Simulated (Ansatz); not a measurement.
The system is TaN.

```
Ta N
1.0
     2.92177    0.00000    0.00000
    -1.46088    2.53033    0.00000
     0.00000    0.00000    5.91652
Ta N
2 2
Direct
  0.00000 0.00000 0.50000
  0.00000 0.00000 0.00000
  0.33333 0.66667 0.25000
  0.66667 0.33333 0.75000
```

The cell comes from a database or a generator and needn't be the stable form of this composition.

| Quantity | Value |
| --- | --- |
| Program | Ansatz 0.2.0 |
| Task | relaxation of cell and atoms |
| Functional | RPBE |
| Dispersion | D3(BJ) |
| Potentials or basis | Ansatz PAW |
| Cutoff | 420 eV (not typed: the program's choice for these potentials) |
| k mesh | 7 × 7 × 4 |
| Occupations | fermi-dirac, width 0.05 eV |
| Spin | no spin polarisation |

At the start: volume 10.94 Å³/atom.

Task: Where does the relaxation end?

Result: It ends after 8 steps and the volume is 9.76 Å³/atom (-10.8 %); space group P6_3/mmc (No. 194, to 0.05 Å).

The path:
```csv
step,energy change (eV),largest force (eV/Å),volume (Å³)
1,0.0000,0.0000,43.74
2,-0.5998,0.0000,38.38
3,-0.6166,0.0000,39.13
4,-0.6236,0.0000,39.10
5,-0.6238,0.0000,39.05
6,-0.6164,0.0000,39.05
7,-0.6165,0.0000,39.03
8,-0.6163,0.0000,39.03
```

Final structure:
```xyz
4
Lattice="2.8046 0.0000 0.0000 -1.4023 2.4289 0.0000 0.0000 0.0000 5.7289" Properties=species:S:1:pos:R:3 pbc="T T T"
Ta    0.0000    0.0000    2.8645
Ta    0.0000    0.0000    0.0000
N     0.0000    1.6193    1.4322
N     1.4023    0.8096    4.2967
```

Caveat: the plane-wave basis is chosen anew once the cell has moved, so the energies of steps on either side of that aren't comparable; the pressure holds a Pulay correction of +0.5 GPa for the finite cutoff; pairwise dispersion overbinds metals, which lowers pressure and volume; the PAW data sets come from PBE, with cores solved anew for the run's functional, which leaves a small shift of forces and pressure.
